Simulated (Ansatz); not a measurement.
HfO2 (fluorite) was relaxed with r2SCAN, strained in 3 ways (changes of length per length), its atoms relaxed again with r2SCAN, and run with r2SCAN in Ansatz. No spin polarisation and no zero-point or thermal motion.

Epitaxial +2.73 % in the xy plane, free normal strain -0.87 %. Input:
```yaml
crystal:
  lattice:
    - [0.0, 2.5982289967, 2.5071283606]
    - [2.5982289967, 0.0, 2.5071283606]
    - [2.5982289967, 2.5982289967, 0.0]
  atoms:
    - { symbol: Hf, position: [0.0, 0.0, 0.0] }
    - { symbol: O, position: [0.25, 0.25, 0.25] }
    - { symbol: O, position: [0.75, 0.75, 0.75] }
kpoints:
  mp_grid: { grid: [8, 8, 8] }
  band_path:
    path:
      - [0.0, 0.0, 0.0]
      - [0.5, 0.0, 0.5]
      - [0.625, 0.25, 0.625]
      - [0.375, 0.375, 0.75]
      - [0.5, 0.5, 0.5]
      - [0.5, 0.25, 0.75]
      - [0.5, 0.5, 0.0]
    npoints: 1
hamiltonian:
  xc: r2scan
scf:
  occupations: { method: fixed }
  n_extra_bands: 4
output:
  forces: true
  stress: true
  eigenvalues: true
  write_density: true
  write_potential: true
  elf: true
  volumetric_format: npy
```

Main results, then levels in eV from the Fermi energy at the points of the path (names of the unstrained zone, bands numbered from 0):
```
Crystal: 3 atoms, lattice volume = 33.850 Å³
Basis set: ecut = 500 eV, 877 PW (Γ)
Symmetry: 16 space group operations
Space group: I4/mmm (ITA 139)
k-points: 59 of 512
Free energy (F): -16876.095264 eV
Fermi energy:    15.196982 eV
--- Stress (GPa, compression-positive) ---
      -16.557121       0.000000       0.000000
        0.000000     -16.557121       0.000000
        0.000000       0.000000      -0.031361
  P = ⅓ Tr σ = -11.0485 GPa (-110.485 kbar)
```
```tsv
point	band_15	band_16	band_17	band_18	band_19	band_20	band_21
Γ	-5.478	-1.038	-1.038	-0.561	3.864	4.132	5.927
X	-3.623	-2.042	-1.411	-0.372	3.873	5.576	6.398
U	-3.574	-2.478	-1.525	-0.700	4.394	5.474	6.710
K	-3.652	-2.538	-1.631	-0.326	4.310	5.503	7.154
L	-3.294	-2.970	-2.132	-2.068	4.616	4.765	6.869
W	-2.956	-2.810	-1.558	-0.336	4.731	5.327	6.993
(1/2,1/2,0)	-3.776	-1.889	-1.889	0.000	3.892	5.546	6.911
```

r2SCAN gives an indirect gap of 3.86 eV, from X to Γ; the least direct gap is 3.89 eV at X. With the atoms held, the mean pressure is -11.05 GPa (compression positive).

Uniaxial +1.96 % along [111], other directions held. These blocks change:
```yaml
crystal:
  lattice:
    - [0.0330479823, 2.5622303017, 2.5622303017]
    - [2.5622303017, 0.0330479823, 2.5622303017]
    - [2.5622303017, 2.5622303017, 0.0330479823]
  atoms:
    - { symbol: Hf, position: [0.0, 0.0, 0.0] }
    - { symbol: O, position: [0.2492335082, 0.2492335082, 0.2492335082] }
    - { symbol: O, position: [0.7507664918, 0.7507664918, 0.7507664918] }
kpoints:
  mp_grid: { grid: [8, 8, 8] }
  band_path:
    path:
      - [0.0, 0.0, 0.0]
      - [0.5, 0.0, 0.5]
      - [0.625, 0.25, 0.625]
      - [0.375, 0.375, 0.75]
      - [0.5, 0.5, 0.5]
      - [0.5, 0.25, 0.75]
      - [0.0, 0.5, 0.5]
    npoints: 1
```

```
Crystal: 3 atoms, lattice volume = 32.991 Å³
Basis set: ecut = 500 eV, 875 PW (Γ)
Symmetry: 12 space group operations
Space group: R-3m (ITA 166)
k-points: 65 of 512
Free energy (F): -16876.176919 eV
Fermi energy:    15.439526 eV
--- Stress (GPa, compression-positive) ---
       -4.988087      -0.884038      -0.884038
       -0.884038      -4.988087      -0.884038
       -0.884038      -0.884038      -4.988087
  P = ⅓ Tr σ = -4.9881 GPa (-49.881 kbar)
```
```tsv
point	band_15	band_16	band_17	band_18	band_19	band_20	band_21
Γ	-5.381	-0.651	-0.651	-0.609	4.375	4.375	6.318
X	-3.499	-1.648	-1.510	0.000	4.253	5.948	7.057
U	-3.366	-2.326	-1.319	-0.343	4.730	5.882	7.293
K	-3.366	-2.326	-1.319	-0.343	4.730	5.882	7.293
L	-3.054	-2.769	-1.875	-1.875	5.017	5.017	7.212
W	-2.679	-2.572	-1.427	-0.216	5.227	5.616	7.385
(0,1/2,1/2)	-3.499	-1.648	-1.510	0.000	4.253	5.948	7.057
```

With r2SCAN the gap is 4.25 eV and direct, at X. At this geometry r2SCAN finds -4.99 GPa, compression counted positive: its own equilibrium volume is smaller.

Uniaxial -2.58 % along x, other directions held. These blocks change:
```yaml
crystal:
  lattice:
    - [0.0, 2.5291823194, 2.5291823194]
    - [2.4639294155, 0.0, 2.5291823194]
    - [2.4639294155, 2.5291823194, 0.0]
  atoms:
    - { symbol: Hf, position: [0.0, 0.0, 0.0] }
    - { symbol: O, position: [0.25, 0.25, 0.25] }
    - { symbol: O, position: [0.75, 0.75, 0.75] }
kpoints:
  mp_grid: { grid: [8, 8, 8] }
  band_path:
    path:
      - [0.0, 0.0, 0.0]
      - [0.5, 0.0, 0.5]
      - [0.625, 0.25, 0.625]
      - [0.375, 0.375, 0.75]
      - [0.5, 0.5, 0.5]
      - [0.5, 0.25, 0.75]
      - [0.0, 0.5, 0.5]
    npoints: 1
output:
  forces: true
  stress: true
  eigenvalues: true
```

```
Crystal: 3 atoms, lattice volume = 31.522 Å³
Basis set: ecut = 500 eV, 829 PW (Γ)
Symmetry: 16 space group operations
Space group: I4/mmm (ITA 139)
k-points: 59 of 512
Free energy (F): -16876.148682 eV
Fermi energy:    16.581137 eV
--- Stress (GPa, compression-positive) ---
       16.374758       0.000000       0.000000
        0.000000       3.099700       0.000000
        0.000000       0.000000       3.099700
  P = ⅓ Tr σ = 7.5247 GPa (75.247 kbar)
```
```tsv
point	band_15	band_16	band_17	band_18	band_19	band_20	band_21
Γ	-5.885	-0.981	-0.981	-0.614	4.132	4.380	6.516
X	-3.758	-2.073	-1.575	-0.291	4.143	6.007	7.148
U	-3.715	-2.608	-1.584	-0.651	4.702	5.903	7.442
K	-3.715	-2.608	-1.584	-0.651	4.702	5.903	7.442
L	-3.371	-3.066	-2.148	-2.112	4.958	5.078	7.614
W	-2.839	-2.839	-1.894	-0.554	5.366	5.467	7.548
(0,1/2,1/2)	-3.875	-1.951	-1.951	0.000	4.157	5.985	7.573
```

The r2SCAN gap is indirect, 4.13 eV (X to Γ), below the direct gap of 4.16 eV at X. The mean pressure at these positions is +7.52 GPa, compression counted positive.

Spin-orbit coupling is left out, which matters wherever the heavy atoms make up the band edges.
